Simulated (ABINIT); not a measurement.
CdS (Hawleyite) in ABINIT: the effect of target pressure

The system is CdS (Hawleyite).

```xyz
2
Lattice="0.0000 2.9165 2.9165 2.9165 0.0000 2.9165 2.9165 2.9165 0.0000" Properties=species:S:1:pos:R:3 pbc="T T T"
Cd    0.0000    0.0000    0.0000
S     4.3748    4.3748    4.3748
```

Alike in all runs:

```yaml
Program: ABINIT 10.8.3 (patched build)
Task: relaxation of cell and atoms
Functional: PBE
Potentials_or_basis: JTH PAW PBE v2.0
Cutoff: 599 eV
k_mesh: 8 × 8 × 8
Occupations: fermi-dirac, width 0.05 eV
Spin: no spin polarisation
```

Each run relaxes the cell or the atoms first.

| target pressure | relaxed volume (Å³/atom) | gap on the mesh (eV) |
| --- | --- | --- |
| 0 GPa | 26.04 | 1.02 |
| 5 GPa | 24.09 | 1.19 |
| 10 GPa | 22.73 | 1.30 |
| 20 GPa | 20.82 | 1.46 |
| 30 GPa | ? | ? |

Q: What does the run with target pressure 30 GPa give?

A: Relaxed volume 19.50 Å³/atom; gap on the mesh 1.56 eV.

Worked out: In Murnaghan's law V^(-B') rises as a straight line in P. The other rows fit best with B' = 4.0, V0 = 26.03 Å³/atom and B0 = 55 GPa, which gives 19.52 Å³/atom at 30 GPa, against the run's 19.50. A parabola through the other rows of the gap on the mesh, of slope -0.0044 eV per GPa there, extrapolates to 1.48 eV, against the run's 1.56. The fit is too stiff a form for this range.

Caveats: the volume moved by over 15 % at a fixed basis, so the end points are rough (some runs); the atomic spheres overlap (some runs).

